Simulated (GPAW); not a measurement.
# ZnO (zincite) (P6_3mc) in GPAW: settings compared

Aim: see how the results for ZnO (zincite) move with the level of theory and the settings. Levels: PBEsol+D3(BJ), PBEsol+D3(BJ)+ATM. Tasks: relaxation of cell and atoms.

Program: GPAW 26.7.0. These are calculated values, not measurements. Logs are shortened: lines on timing, memory, paths and dates and some standing lists are left out, and cuts for length are marked. The log counts tension as positive stress, the text compression.

### Step 1. Starting point

Symmetry: P6_3mc, No. 186, hexagonal system. Conventional cell: a = 3.249 Å, b = 3.249 Å, c = 5.206 Å, α = 90.00°, β = 90.00°, γ = 120.00°. Zn (site symmetry 3m) has 4 O at 1.97 to 1.98 Å as nearest neighbours. O (site symmetry 3m) has 4 Zn at 1.97 to 1.98 Å as nearest neighbours.

### Step 2. Relaxation of cell and atoms, PBEsol+D3(BJ)

run.py reads:

```python
from ase import Atoms
from ase.calculators.mixing import SumCalculator
from ase.filters import FrechetCellFilter
from ase.io import write
from ase.optimize import BFGS
from dftd3.ase import DFTD3
from gpaw import GPAW, PW, setup_paths

setup_paths.insert(0, '.')

atoms = Atoms(['Zn', 'Zn', 'O', 'O'],
              cell=[[3.249308, 0.0, 0.0],
                    [-1.624654, 2.8139832727, 0.0],
                    [0.0, 0.0, 5.205709]],
              scaled_positions=[[0.6666666667, 0.3333333333, 0.0],
                                [0.3333333333, 0.6666666667, 0.5],
                                [0.3333333333, 0.6666666667, 0.87901],
                                [0.6666666667, 0.3333333333, 0.37901]],
              pbc=True)

calc = GPAW(mode=PW(800),
            xc='PBEsol',
            kpts={'size': (6, 6, 4), 'gamma': True},
            occupations={'name': 'fermi-dirac', 'width': 0.05},
            nbands=31,
            convergence={'density': 1e-05, 'forces': 0.0001},
            maxiter=150,
            txt='gpaw.txt')
atoms.calc = SumCalculator([calc, DFTD3(method='pbesol', damping='d3bj')])
opt = BFGS(FrechetCellFilter(atoms), trajectory='relax.traj', logfile='-')
done = opt.run(fmax=0.02, steps=60)
calc.write('gs.gpw')
write('result.traj', atoms)
print('Converged:', done)
print('Cell:', atoms.cell.cellpar().round(4))
print('Volume:', round(atoms.get_volume(), 4))
print(atoms.get_scaled_positions().round(5))
```

Potentials or basis: PAW data sets generated in the run's folder for this functional, pw.

The run is started by

```
$ gpaw-setup -f PBEsol O Zn
$ OMP_NUM_THREADS=1 python run.py
```

gpaw.txt:

```text
__  _  _
 | _ |_)|_||  |
 |__||  | ||/\| - 26.7.0

Input parameters:
  mode=PW(ecut=800.0),
  convergence={'density': 1e-05, 'forces': 0.0001},
  kpts=MonkhorstPack(size=(6, 6, 4), gamma=True),
  maxiter=150,
  nbands=31,
  occupations=Occupations(name='fermi-dirac', width=0.05),
  xc=XC(name='PBEsol')

Diagonalizing LCAO Hamiltonian
Converting LCAO to pw mode

        O

        Zn

           O

           Zn

Atoms  # Å, Bohr magnetons
|   | symbol |         x |        y |        z |    initial magnetic moments |
|---|--------|-----------|----------|----------|-----------------------------|
| 0 |     Zn |  1.624654 | 0.937994 | 0.000000 | ( 0.0000,  0.0000,  0.0000) |
| 1 |     Zn | -0.000000 | 1.875989 | 2.602854 | ( 0.0000,  0.0000,  0.0000) |
| 2 |      O | -0.000000 | 1.875989 | 4.575870 | ( 0.0000,  0.0000,  0.0000) |
| 3 |      O |  1.624654 | 0.937994 | 1.973016 | ( 0.0000,  0.0000,  0.0000) |

Unit cell  # Å
| periodic |         x |        y |        z |  lengths |     angles |
|----------|-----------|----------|----------|----------|------------|
|      yes |  3.249308 | 0.000000 | 0.000000 | 3.249308 |  90.000000 |
|      yes | -1.624654 | 2.813983 | 0.000000 | 3.249308 |  90.000000 |
|      yes |  0.000000 | 0.000000 | 5.205709 | 5.205709 | 120.000000 |

Number of symmetries: 6
Symmetry operations  # r_c * U_cc + t_c -> r_c
|   | kind |            matrix            |
|---|------|------------------------------|
| 0 |  σ   |  1, 1, 0,  0,-1, 0,  0, 0, 1 |
| 1 |  E   |  1, 0, 0,  0, 1, 0,  0, 0, 1 |
| 2 |  C3  |  0, 1, 0, -1,-1, 0,  0, 0, 1 |
| 3 |  σ   |  0,-1, 0, -1, 0, 0,  0, 0, 1 |
| 4 |  σ   | -1, 0, 0,  1, 1, 0,  0, 0, 1 |
| 5 |  C3  | -1,-1, 0,  1, 0, 0,  0, 0, 1 |

BZ-sampling:
  Number of BZ points: 144
  Number of IBZ points: 24

  Monkhorst-Pack size: [6, 6, 4]
  Monkhorst-Pack shift: [0.08333333333333333, 0.08333333333333333, 0.125]

K-points  # in reciprocal-cell coordinates
|     |                                coordinates |     weight |
|-----|--------------------------------------------|------------|
|   0 | (  0.00000000,   0.00000000,   0.00000000) | 0.00694444 |
|   1 | (  0.00000000,   0.00000000,   0.25000000) | 0.01388889 |
|   2 | (  0.00000000,   0.00000000,   0.50000000) | 0.00694444 |
|   3 | (  0.16666667,   0.00000000,  -0.25000000) | 0.04166667 |
|   4 | (  0.16666667,   0.00000000,   0.00000000) | 0.04166667 |
|   5 | (  0.16666667,   0.00000000,   0.25000000) | 0.04166667 |
|   6 | (  0.16666667,   0.00000000,   0.50000000) | 0.04166667 |
|   7 | (  0.33333333,  -0.16666667,   0.00000000) | 0.04166667 |
|   8 | (  0.33333333,  -0.16666667,   0.25000000) | 0.08333333 |
|   9 | (  0.33333333,  -0.16666667,   0.50000000) | 0.04166667 |
| ... |                                            |            |
|  23 | (  0.50000000,   0.50000000,   0.50000000) | 0.02083333 |
[... 144 lines left out ...]
Fermi level: 4.124
Eigenvalues  # (at kpt = [0.000, 0.000, 0.000])
| band index |      eig [eV] | occ [0-2] |
|------------|---------------|-----------|
|          0 |       -14.243 |     2.000 |
|        ... |               |           |
|         10 |        -0.537 |     2.000 |
|         11 |        -0.537 |     2.000 |
|         12 |        -0.270 |     2.000 |
|         13 |         2.936 |     2.000 |
|         14 |         2.936 |     2.000 |
|         15 |         3.679 |     2.000 |
[... 8 lines left out ...]
|         24 |        17.753 |     0.000 |
|         25 |        17.753 |     0.000 |
|        ... |               |           |
|         30 |        23.448 |     0.000 |

Gap: 0.691 eV
Transition (v -> c):
  (s=0, k=0, n=17, [0.00, 0.00, 0.00]) -> (s=0, k=0, n=18, [0.00, 0.00, 0.00])
No difference between direct/indirect transitions

Stress tensor  # eV/Ang^3
|         x |         y |        z |
|-----------|-----------|----------|
|  0.012941 | -0.000000 | 0.000000 |
| -0.000000 |  0.012941 | 0.000000 |
|  0.000000 |  0.000000 | 0.002731 |

Forces  # eV/Ang
|        x |        y |        z |
|----------|----------|----------|
| -0.00000 |  0.00000 | -0.06246 |  # Zn   0
|  0.00000 |  0.00000 | -0.06263 |  # Zn   1
| -0.00000 | -0.00000 |  0.06253 |  # O    2
|  0.00000 |  0.00000 |  0.06259 |  # O    3

Interpolating wave functions to new cell

        O

        Zn

           O

           Zn

Atoms  # Å, Bohr magnetons
|   | symbol |         x |        y |         z |    initial magnetic moments |
|---|--------|-----------|----------|-----------|-----------------------------|
| 0 |     Zn |  1.622676 | 0.936852 | -0.000901 | ( 0.0000,  0.0000,  0.0000) |
| 1 |     Zn | -0.000000 | 1.873705 |  2.599899 | ( 0.0000,  0.0000,  0.0000) |
| 2 |      O | -0.000000 | 1.873705 |  4.573165 | ( 0.0000,  0.0000,  0.0000) |
| 3 |      O |  1.622676 | 0.936852 |  1.972363 | ( 0.0000,  0.0000,  0.0000) |

Unit cell  # Å
| periodic |         x |         y |         z |  lengths |     angles |
|----------|-----------|-----------|-----------|----------|------------|
|      yes |  3.245352 | -0.000000 | -0.000000 | 3.245352 |  90.000000 |
|      yes | -1.622676 |  2.810557 | -0.000000 | 3.245352 |  90.000000 |
|      yes | -0.000000 | -0.000000 |  5.201605 | 5.201605 | 120.000000 |
[... 176 lines left out ...]
Fermi level: 4.165
Eigenvalues  # (at kpt = [0.000, 0.000, 0.000])
| band index |      eig [eV] | occ [0-2] |
|------------|---------------|-----------|
|          0 |       -14.231 |     2.000 |
|        ... |               |           |
|         10 |        -0.504 |     2.000 |
|         11 |        -0.504 |     2.000 |
|         12 |        -0.233 |     2.000 |
|         13 |         2.975 |     2.000 |
|         14 |         2.975 |     2.000 |
|         15 |         3.714 |     2.000 |
[... 8 lines left out ...]
|         24 |        17.814 |     0.000 |
|         25 |        17.814 |     0.000 |
|        ... |               |           |
|         30 |        23.516 |     0.000 |

Gap: 0.695 eV
Transition (v -> c):
  (s=0, k=0, n=17, [0.00, 0.00, 0.00]) -> (s=0, k=0, n=18, [0.00, 0.00, 0.00])
No difference between direct/indirect transitions

Stress tensor  # eV/Ang^3
|        x |         y |        z |
|----------|-----------|----------|
| 0.009653 |  0.000000 | 0.000000 |
| 0.000000 |  0.009653 | 0.000000 |
| 0.000000 | -0.000000 | 0.000965 |

Forces  # eV/Ang
|        x |       y |        z |
|----------|---------|----------|
| -0.00000 | 0.00000 | -0.04773 |  # Zn   0
|  0.00000 | 0.00000 | -0.04785 |  # Zn   1
|  0.00000 | 0.00000 |  0.04781 |  # O    2
|  0.00000 | 0.00000 |  0.04787 |  # O    3

Interpolating wave functions to new cell

        O

        Zn

           O

           Zn

Atoms  # Å, Bohr magnetons
|   | symbol |         x |        y |         z |    initial magnetic moments |
|---|--------|-----------|----------|-----------|-----------------------------|
| 0 |     Zn |  1.607640 | 0.928172 | -0.006816 | ( 0.0000,  0.0000,  0.0000) |
| 1 |     Zn | -0.000000 | 1.856343 |  2.577972 | ( 0.0000,  0.0000,  0.0000) |
| 2 |      O | -0.000000 | 1.856343 |  4.550965 | ( 0.0000,  0.0000,  0.0000) |
| 3 |      O |  1.607640 | 0.928172 |  1.966169 | ( 0.0000,  0.0000,  0.0000) |

Unit cell  # Å
| periodic |         x |         y |         z |  lengths |     angles |
|----------|-----------|-----------|-----------|----------|------------|
|      yes |  3.215281 | -0.000000 |  0.000000 | 3.215281 |  90.000000 |
|      yes | -1.607640 |  2.784515 | -0.000000 | 3.215281 |  90.000000 |
|      yes |  0.000000 | -0.000000 |  5.169609 | 5.169609 | 120.000000 |

Number of symmetries: 6
Symmetry operations  # r_c * U_cc + t_c -> r_c
|   | kind |            matrix            |
|---|------|------------------------------|
| 0 |  σ   |  1, 1, 0,  0,-1, 0,  0, 0, 1 |
| 1 |  E   |  1, 0, 0,  0, 1, 0,  0, 0, 1 |
| 2 |  C3  |  0, 1, 0, -1,-1, 0,  0, 0, 1 |
| 3 |  σ   |  0,-1, 0, -1, 0, 0,  0, 0, 1 |
| 4 |  σ   | -1, 0, 0,  1, 1, 0,  0, 0, 1 |
| 5 |  C3  | -1,-1, 0,  1, 0, 0,  0, 0, 1 |
[... 173 lines left out ...]
|         11 |        -0.248 |     2.000 |
|         12 |         0.051 |     2.000 |
|         13 |         3.279 |     2.000 |
|         14 |         3.279 |     2.000 |
|         15 |         3.982 |     2.000 |
[... 8 lines left out ...]
|         24 |        18.289 |     0.000 |
|         25 |        18.289 |     0.000 |
|        ... |               |           |
|         30 |        24.041 |     0.000 |

Gap: 0.724 eV
Transition (v -> c):
  (s=0, k=0, n=17, [0.00, 0.00, 0.00]) -> (s=0, k=0, n=18, [0.00, 0.00, 0.00])
No difference between direct/indirect transitions

Stress tensor  # eV/Ang^3
|         x |         y |         z |
|-----------|-----------|-----------|
| -0.017205 | -0.000000 |  0.000000 |
| -0.000000 | -0.017205 |  0.000000 |
|  0.000000 |  0.000000 | -0.014156 |

Forces  # eV/Ang
|        x |       y |        z |
|----------|---------|----------|
|  0.00000 | 0.00000 |  0.05828 |  # Zn   0
| -0.00000 | 0.00000 |  0.05841 |  # Zn   1
|  0.00000 | 0.00000 | -0.05823 |  # O    2
|  0.00000 | 0.00000 | -0.05825 |  # O    3

Interpolating wave functions to new cell

        O

        Zn

           O

           Zn

Atoms  # Å, Bohr magnetons
|   | symbol |         x |        y |         z |    initial magnetic moments |
|---|--------|-----------|----------|-----------|-----------------------------|
| 0 |     Zn |  1.608079 | 0.928425 | -0.005882 | ( 0.0000,  0.0000,  0.0000) |
| 1 |     Zn | -0.000000 | 1.856850 |  2.579074 | ( 0.0000,  0.0000,  0.0000) |
| 2 |      O | -0.000000 | 1.856850 |  4.550322 | ( 0.0000,  0.0000,  0.0000) |
| 3 |      O |  1.608079 | 0.928425 |  1.965360 | ( 0.0000,  0.0000,  0.0000) |

Unit cell  # Å
| periodic |         x |         y |         z |  lengths |     angles |
|----------|-----------|-----------|-----------|----------|------------|
|      yes |  3.216158 | -0.000000 |  0.000000 | 3.216158 |  90.000000 |
|      yes | -1.608079 |  2.785274 | -0.000000 | 3.216158 |  90.000000 |
|      yes |  0.000000 | -0.000000 |  5.169941 | 5.169941 | 120.000000 |

Number of symmetries: 6
Symmetry operations  # r_c * U_cc + t_c -> r_c
|   | kind |            matrix            |
|---|------|------------------------------|
| 0 |  σ   |  1, 1, 0,  0,-1, 0,  0, 0, 1 |
| 1 |  E   |  1, 0, 0,  0, 1, 0,  0, 0, 1 |
| 2 |  C3  |  0, 1, 0, -1,-1, 0,  0, 0, 1 |
| 3 |  σ   |  0,-1, 0, -1, 0, 0,  0, 0, 1 |
| 4 |  σ   | -1, 0, 0,  1, 1, 0,  0, 0, 1 |
| 5 |  C3  | -1,-1, 0,  1, 0, 0,  0, 0, 1 |
[... 433 lines left out ...]
Gap: 0.725 eV
Transition (v -> c):
  (s=0, k=0, n=17, [0.00, 0.00, 0.00]) -> (s=0, k=0, n=18, [0.00, 0.00, 0.00])
No difference between direct/indirect transitions

Stress tensor  # eV/Ang^3
|         x |         y |         z |
|-----------|-----------|-----------|
| -0.015243 | -0.000000 | -0.000000 |
| -0.000000 | -0.015243 | -0.000000 |
| -0.000000 | -0.000000 | -0.017077 |

Forces  # eV/Ang
|        x |        y |        z |
|----------|----------|----------|
| -0.00000 |  0.00000 |  0.00902 |  # Zn   0
|  0.00000 | -0.00000 |  0.00904 |  # Zn   1
| -0.00000 |  0.00000 | -0.00908 |  # O    2
|  0.00000 | -0.00000 | -0.00909 |  # O    3

# Writing to gs.gpw (mode='')
```

Wall time 2.4 min (1 thread of Arm Neoverse V2, shared host); peak memory 0.28 GiB.

Results:

| Quantity | Value |
| --- | --- |
| Free energy | -20.8031 eV |
| Relaxed volume | 11.57 Å³/atom |
| Relaxed cell | a = 3.216 Å, b = 3.216 Å, c = 5.168 Å, α = 90.00°, β = 90.00°, γ = 120.00° |
| Space group after relaxing (to 0.05 Å) | P6_3mc (No. 186) |
| Energy gained by relaxing | 4.4 meV/atom |
| Ionic steps | 5 |
| Pressure after relaxing | -0.1 GPa |
| Largest force after relaxing | 0.008 eV/Å |
| Band gap on the k mesh | 0.72 eV, direct |
| Dispersion energy per atom | -0.188 eV |

Forces in eV/Å, atoms in the order of the input:
```
Zn   0.000  0.000  0.008
Zn   0.000  0.000  0.008
O    0.000  0.000 -0.008
O    0.000  0.000 -0.008
```

Stress tensor (GPa, compression positive):
```
-0.22  0.00  0.00
 0.00 -0.22  0.00
 0.00  0.00  0.06
```

The path:
```
step  energy change (eV)  largest force (eV/Å)  pressure (GPa)  volume (Å³)
   1              0.0000                0.0633           -4.05        47.60
   2             -0.0039                0.0485           -3.62        47.45
   3             -0.0173                0.0578           -0.08        46.28
   4             -0.0175                0.0433           -0.17        46.31
   5             -0.0177                0.0085           -0.13        46.30
```

Final structure:
```xyz
4
Lattice="3.2162 0.0000 0.0000 -1.6081 2.7853 0.0000 0.0000 0.0000 5.1684" Properties=species:S:1:pos:R:3 pbc="T T T"
Zn    1.6081    0.9284   -0.0035
Zn    0.0000    1.8569    2.5806
O     0.0000    1.8569    4.5466
O     1.6081    0.9284    1.9624
```

Levels at points of the mesh, in eV from the valence-band top:
```tsv
k point	band 15	band 16	band 17	band 18	band 19	band 20	band 21	band 22
(0.00, 0.00, 0.00)	-0.83	-0.10	0.00	0.00	0.72	5.20	8.19	12.88
(0.00, 0.00, 0.50)	-0.41	-0.41	-0.41	-0.41	3.43	3.43	10.05	10.05
(0.50, 0.50, 0.00)	-2.92	-2.38	-1.34	-0.89	5.80	6.74	7.48	8.60
(0.50, 0.50, 0.50)	-1.59	-1.59	-1.42	-1.42	5.62	5.62	8.50	8.50
```

Caveat: later steps reuse the first step's grids.

### Step 3. Relaxation of cell and atoms, PBEsol+D3(BJ)+ATM

Changes to run.py since step 2:

```diff
@@ -28,3 +28,3 @@
             txt='gpaw.txt')
-atoms.calc = SumCalculator([calc, DFTD3(method='pbesol', damping='d3bj')])
+atoms.calc = SumCalculator([calc, DFTD3(damping='d3bj', params_tweaks=dict(method='pbesol', atm=True))])
 opt = BFGS(FrechetCellFilter(atoms), trajectory='relax.traj', logfile='-')
```

Potentials or basis: PAW data sets generated in the run's folder for this functional, pw.

The run is started by

```
$ gpaw-setup -f PBEsol O Zn
$ OMP_NUM_THREADS=1 python run.py
```

Wall time 2.6 min (1 thread of Arm Neoverse V2, shared host); peak memory 0.25 GiB.

Results (log left out):

* Free energy: -20.7270 eV
* Relaxed volume: 11.61 Å³/atom
* Relaxed cell: a = 3.219 Å, b = 3.219 Å, c = 5.173 Å, α = 90.00°, β = 90.00°, γ = 120.00°
* Space group after relaxing (to 0.05 Å): P6_3mc (No. 186)
* Energy gained by relaxing: 3.4 meV/atom
* Ionic steps: 5
* Pressure after relaxing: -0.1 GPa
* Largest force after relaxing: 0.005 eV/Å
* Band gap on the k mesh: 0.72 eV, direct
* Dispersion energy per atom: -0.168 eV

Forces on the atoms (eV/Å):
```
Zn   0.000  0.000  0.005
Zn   0.000  0.000  0.005
O    0.000  0.000 -0.005
O    0.000  0.000 -0.005
```

Stress tensor (GPa, compression positive):
```
-0.19  0.00  0.00
 0.00 -0.19  0.00
 0.00  0.00  0.14
```

Step by step:
```csv
step,energy change (eV),largest force (eV/Å),pressure (GPa),volume (Å³)
1,0.0000,0.0633,-3.59,47.60
2,-0.0031,0.0484,-3.21,47.46
3,-0.0136,0.0547,-0.13,46.45
4,-0.0135,0.0416,-0.18,46.47
5,-0.0138,0.0050,-0.08,46.44
```

Final structure:
```xyz
4
Lattice="3.2194 0.0000 0.0000 -1.6097 2.7881 0.0000 0.0000 0.0000 5.1735" Properties=species:S:1:pos:R:3 pbc="T T T"
Zn    1.6097    0.9294   -0.0033
Zn    0.0000    1.8587    2.5834
O     0.0000    1.8587    4.5509
O     1.6097    0.9294    1.9641
```

Levels at points of the mesh, in eV from the valence-band top:
```csv
k point,band 16,band 17,band 18,band 19,band 20,band 21
"(0.00, 0.00, 0.00)",-0.10,0.00,0.00,0.72,5.19,8.18
"(0.00, 0.00, 0.50)",-0.41,-0.41,-0.41,3.42,3.42,10.04
"(0.50, 0.50, 0.00)",-2.37,-1.34,-0.89,5.79,6.74,7.48
"(0.50, 0.50, 0.50)",-1.58,-1.42,-1.42,5.61,5.61,8.48
```

Caveat: later steps reuse the first step's grids.
